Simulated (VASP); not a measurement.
The system is BN.

```
N B
1.0
     0.00000    3.49532    2.16609
     1.25163    0.00000    2.16609
     1.25163    3.49532    0.00000
N B
1 1
Direct
  0.66665 0.66665 0.33335
  0.00005 0.00005 0.99995
```

Measurements of this composition are mostly on another form, of space group No. 194.

Base run:

* Program: VASP 6.6.1
* Functional: LDA
* Potentials or basis: VASP PAW LDA potentials, release 64 (N, B)
* Cutoff: 520 eV
* k mesh: 12 × 12 × 12
* Occupations: gaussian, width 0.02 eV
* Spin: no spin polarisation

Its results: band gap on the k mesh 3.64 eV, indirect (least direct gap 4.41 eV); largest force 0.011 eV/Å.

Q: The run is repeated on the same cell with these changes: functional from LDA to PBE; potentials or basis from VASP PAW LDA potentials, release 64 (N, B) to VASP PAW PBE potentials, release 64 (N_GW, B_GW); cutoff from 520 eV to 450 eV. What comes out?

A: Band gap on the k mesh 3.85 eV, indirect (least direct gap 4.56 eV); largest force 0.009 eV/Å.

A k mesh can miss the band edges.
